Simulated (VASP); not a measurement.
# BP in VASP: one cell, several levels of theory, part 2 of 2

VASP 6.6.1, plane waves, PAW. Earlier steps stand in the parts before.

## (3) r2SCAN at this geometry

The input, INCAR:

```
ENCUT = 520.000000
SIGMA = 0.010000
EDIFF = 1.00e-07
ALGO = Normal
METAGGA = R2SCAN
PREC = Accurate
IBRION = -1
ISIF = 2
ISMEAR = 0
NBANDS = 11
NELM = 120
NSW = 0
LASPH = .TRUE.
LCHARG = .FALSE.
LWAVE = .FALSE.
LREAL = .FALSE.
```

The input, KPOINTS:

```
KPOINTS created by Atomic Simulation Environment
0
Gamma
10 10 10
0 0 0
```

The input, KPOINTS_OPT:

```
special points
7
Reciprocal
0.0000000000 0.0000000000 0.0000000000 1
-0.5000000000 -0.5000000000 0.0000000000 1
-0.3750000000 -0.3750000000 0.2500000000 1
-0.3750000000 0.0000000000 0.3750000000 1
0.0000000000 0.0000000000 0.5000000000 1
-0.5000000000 -0.2500000000 0.2500000000 1
0.0000000000 0.4114580000 0.4114580000 1
```

The input, POSCAR:

```
B  P
 1.0000000000000000
     0.0000000000000000    2.2909988256000000    2.2909988256000000
     2.2909988256000000    0.0000000000000000    2.2909988256000000
     2.2909988256000000    2.2909988256000000    0.0000000000000000
 B   P
   1   1
Cartesian
  0.0000000000000000  0.0000000000000000  0.0000000000000000
  1.1454994128000000  1.1454994128000000  1.1454994128000000
```

Command:

```console
$ mpirun -np 1 vasp_std
```

Printed to the terminal (iteration lines stand in OSZICAR):

```text
POSCAR found type information on POSCAR B P
 POSCAR found :  2 types and       2 ions
 -----------------------------------------------------------------------------
|                                                                             |
|                                                                             |
|     You enforced a specific xc type in the INCAR file but a different       |
|     I HOPE YOU KNOW WHAT YOU ARE DOING!                                     |
|                                                                             |
 -----------------------------------------------------------------------------

 LDA part: xc-table for (None), standard interpolation
 POSCAR, INCAR and KPOINTS ok, starting setup
 FFT: planning ... GRIDC
 FFT: planning ... GRID_SOFT
 FFT: planning ... GRID
 WAVECAR not read
 entering main loop
 Start KPOINTS_OPT (optional k-point list driver)
k-point batch [1-7\7]
```

OSZICAR:

```text
N       E                     dE             d eps       ncg     rms          rms(c)
DAV:   1     0.406914069901E+01    0.40691E+01   -0.41194E+03  1034   0.673E+02
DAV:   2    -0.184508342090E+02   -0.22520E+02   -0.21335E+02  1357   0.110E+02
DAV:   3    -0.191197497019E+02   -0.66892E+00   -0.66723E+00  1297   0.166E+01
DAV:   4    -0.191222024304E+02   -0.24527E-02   -0.24525E-02  1191   0.122E+00
DAV:   5    -0.191222161887E+02   -0.13758E-04   -0.13758E-04  1290   0.888E-02    0.760E+00
DAV:   6    -0.173416236879E+02    0.17806E+01   -0.95897E-01  1199   0.511E+00    0.457E+00
DAV:   7    -0.173009066361E+02    0.40717E-01   -0.19035E-01  1254   0.235E+00    0.139E+00
DAV:   8    -0.172984013438E+02    0.25053E-02   -0.16472E-02  1200   0.951E-01    0.153E-01
DAV:   9    -0.172987112098E+02   -0.30987E-03   -0.72268E-04  1209   0.200E-01    0.654E-02
DAV:  10    -0.172987773284E+02   -0.66119E-04   -0.81912E-05  1123   0.688E-02    0.222E-02
DAV:  11    -0.172987774756E+02   -0.14720E-06   -0.69206E-06  1305   0.171E-02    0.161E-02
DAV:  12    -0.172987784232E+02   -0.94761E-06   -0.44819E-07  1196   0.459E-03    0.163E-03
DAV:  13    -0.172987785723E+02   -0.14910E-06   -0.12750E-07   628   0.184E-03    0.181E-03
DAV:  14    -0.172987785622E+02    0.10161E-07   -0.10604E-08   583   0.629E-04
   1 F= -.17298779E+02 E0= -.17298779E+02  d E =-.357194E-32
       N       E                     dE             ncg
DAV:   1     0.535351272883E+03   -0.18652E+04      154
DAV:   2     0.363371842933E+03   -0.17198E+03      219
DAV:   3     0.358412560286E+03   -0.49593E+01      196
DAV:   4     0.358392782319E+03   -0.19778E-01      183
DAV:   5     0.358392678439E+03   -0.10388E-03      206
DAV:   6     0.358392677858E+03   -0.58157E-06      186
DAV:   7     0.358392677853E+03   -0.52372E-08      206
```

Parts of OUTCAR:

```text
k-points           NKPTS =     47   k-points in BZ     NKDIM =     47   number of bands    NBANDS=     11

   NELECT =       8.0000    total number of electrons

   dimension x,y,z NGX =    24 NGY =   24 NGZ =   24
   dimension x,y,z NGXF=    48 NGYF=   48 NGZF=   48

  energy-cutoff  :      520.00
  volume of cell :       24.05
      direct lattice vectors                 reciprocal lattice vectors
     0.000000000  2.290998826  2.290998826    -0.218245420  0.218245420  0.218245420
     2.290998826  0.000000000  2.290998826     0.218245420 -0.218245420  0.218245420
     2.290998826  2.290998826  0.000000000     0.218245420  0.218245420 -0.218245420

 k-points in reciprocal lattice and weights: KPOINTS created by Atomic Simulation Env
   0.00000000  0.00000000  0.00000000       0.001
   0.10000000  0.00000000  0.00000000       0.008
   0.20000000  0.00000000  0.00000000       0.008
   0.30000000  0.00000000  0.00000000       0.008
   0.40000000  0.00000000  0.00000000       0.008
   0.50000000  0.00000000  0.00000000       0.004
   0.10000000  0.10000000  0.00000000       0.006
   0.20000000  0.10000000  0.00000000       0.024
[... 39 more k-points ...]

 E-fermi :   7.1270

 k-point     1 :       0.0000    0.0000    0.0000
  band No.  band energies     occupation
      1      -8.9468      2.00000
      2       7.0471      2.00000
      3       7.0471      2.00000
      4       7.0471      2.00000
      5      10.6458      0.00000
      6      10.6458      0.00000
      7      10.6458      0.00000
      8      14.5968      0.00000
      9      19.2359      0.00000
     10      19.6147      0.00000
     11      19.6147      0.00000

 k-point     2 :       0.1000    0.0000    0.0000
  band No.  band energies     occupation
      1      -8.7618      2.00000
      2       5.6982      2.00000
      3       6.7435      2.00000
      4       6.7435      2.00000
      5      11.0687      0.00000
      6      11.0687      0.00000
      7      11.1048      0.00000
      8      15.1682      0.00000
      9      18.9578      0.00000
     10      18.9578      0.00000
     11      19.8118      0.00000

 k-point     3 :       0.2000    0.0000    0.0000
  band No.  band energies     occupation
      1      -8.2146      2.00000
      2       3.2786      2.00000
      3       6.1639      2.00000
      4       6.1639      2.00000
      5      11.2983      0.00000
      6      11.8234      0.00000
      7      11.8234      0.00000
      8      16.5009      0.00000
      9      18.3696      0.00000
     10      18.3696      0.00000
     11      20.6663      0.00000

 k-point     4 :       0.3000    0.0000    0.0000
  band No.  band energies     occupation
      1      -7.3376      2.00000
      2       0.8488      2.00000
      3       5.6540      2.00000
      4       5.6540      2.00000
      5      11.1849      0.00000
      6      12.1854      0.00000
      7      12.1854      0.00000
      8      17.6072      0.00000
      9      18.9740      0.00000
     10      18.9740      0.00000
     11      20.8546      0.00000

 k-point     5 :       0.4000    0.0000    0.0000
  band No.  band energies     occupation
      1      -6.2528      2.00000
      2      -1.2205      2.00000
      3       5.3297      2.00000
      4       5.3297      2.00000
      5      11.0547      0.00000
      6      12.1315      0.00000
      7      12.1315      0.00000
      8      17.8826      0.00000
      9      20.7352      0.00000
     10      20.7352      0.00000
     11      21.7846      0.00000

 k-point     6 :       0.5000    0.0000    0.0000
  band No.  band energies     occupation
      1      -5.5675      2.00000
      2      -2.2408      2.00000
      3       5.2200      2.00000
      4       5.2200      2.00000
      5      11.0047      0.00000
      6      12.0596      0.00000
      7      12.0596      0.00000
      8      17.8558      0.00000
      9      22.3380      0.00000
     10      22.3380      0.00000
     11      22.6051      0.00000

 k-point     7 :       0.1000    0.1000    0.0000
  band No.  band energies     occupation
      1      -8.7000      2.00000
      2       6.1844      2.00000
      3       6.1844      2.00000
      4       6.2007      2.00000
      5      10.2332      0.00000
      6      11.7919      0.00000
      7      11.7919      0.00000
      8      15.0336      0.00000
      9      18.0686      0.00000
     10      19.8856      0.00000
     11      20.0282      0.00000

 k-point     8 :       0.2000    0.1000    0.0000
  band No.  band energies     occupation
      1      -8.2728      2.00000
      2       4.1009      2.00000
      3       5.5347      2.00000
      4       5.9930      2.00000
      5      10.4176      0.00000
      6      12.4159      0.00000
      7      12.7352      0.00000
      8      15.0945      0.00000
      9      18.0839      0.00000
     10      19.7381      0.00000
     11      21.0511      0.00000

 k-point     9 :       0.3000    0.1000    0.0000
  band No.  band energies     occupation
      1      -7.5016      2.00000
      2       1.7063      2.00000
      3       5.0539      2.00000
      4       5.3992      2.00000
      5      10.9331      0.00000
      6      12.5314      0.00000
      7      13.2266      0.00000
      8      15.3368      0.00000
      9      19.2410      0.00000
     10      20.0812      0.00000
     11      21.4625      0.00000

 k-point    10 :       0.4000    0.1000    0.0000
  band No.  band energies     occupation
      1      -6.4628      2.00000
      2      -0.4852      2.00000
      3       4.8111      2.00000
      4       4.8260      2.00000
      5      11.0893      0.00000
      6      12.4816      0.00000
      7      13.0951      0.00000
      8      16.5226      0.00000
      9      19.9130      0.00000
     10      21.5203      0.00000
     11      22.1752      0.00000

 k-point    11 :       0.5000    0.1000    0.0000
  band No.  band energies     occupation
      1      -5.5128      2.00000
      2      -1.9775      2.00000
      3       4.3826      2.00000
      4       4.8661      2.00000
      5      11.1636      0.00000
      6      12.4276      0.00000
      7      12.7633      0.00000
      8      17.8693      0.00000
      9      20.3579      0.00000
     10      22.3285      0.00000
     11      23.1266      0.00000

[... the tables of k-points 12 to 47 left out ...]

  Total       -0.7904382     -0.7904382     -0.7904382      0.0000000      0.0000000      0.0000000
  in kB      -52.6591597    -52.6591597    -52.6591597      0.0000000      0.0000000      0.0000000
  external PRESSURE =     -52.6591597 kB  Pullay stress =       0.0000000 kB

 POSITION                                       TOTAL-FORCE (eV/Angst)
 -----------------------------------------------------------------------------------
      0.00000      0.00000      0.00000        -0.000000     -0.000000     -0.000000
      1.14550      1.14550      1.14550         0.000000      0.000000      0.000000
 -----------------------------------------------------------------------------------
    total drift:                                0.000000      0.000000      0.000000

  FREE ENERGIE OF THE ION-ELECTRON SYSTEM (eV)
  ---------------------------------------------------
  free  energy   TOTEN  =       -17.2987785622 eV

  energy  without entropy=      -17.2987785622  energy(sigma->0) =      -17.29877856
```

Hardware: 1 MPI rank of Intel Xeon Platinum 8488C, shared host.

The levels at the points of KPOINTS_OPT are read from vasprun.xml.

Levels at the named points, in eV from the top of band v (v: the last filled band by count, c: the next):

```
point    v−1      v     c   c+1
    Γ   0.00   0.00  3.60  3.60
    X  -4.24  -4.24  1.60  1.94
    U  -6.31  -3.61  2.43  6.38
    K  -6.31  -3.61  2.43  6.38
    L  -1.83  -1.83  3.96  5.01
    W  -5.75  -5.55  5.79  7.12
```

Gap with r2SCAN: 1.48 eV, valence top at Γ, conduction bottom at (0.00, 0.41, 0.41). Least direct gap: 3.60 eV. Pressure: -5.27 GPa; the forces vanish within 0.01 eV/Å.

## (4) Results

The summary covers parts 1 to 2.

| level | gap (eV) | pressure (GPa) | Ansatz: gap (eV) | Ansatz: pressure (GPa) |
| --- | --- | --- | --- | --- |
| PBE | 1.28 | -3.63 | 1.28 | -3.42 |
| r2SCAN | 1.48 | -5.27 | 1.45 | -4.79 |

The gap spans 1.28 eV (PBE) to 1.48 eV (r2SCAN). At this one volume the pressure spans -5.3 GPa (r2SCAN) to -3.6 GPa (PBE): PBE wants the largest cell and r2SCAN the smallest. The two programs agree on the gap within 0.04 eV, far less than the spread between functionals. The two codes have different PAW datasets and cutoffs.
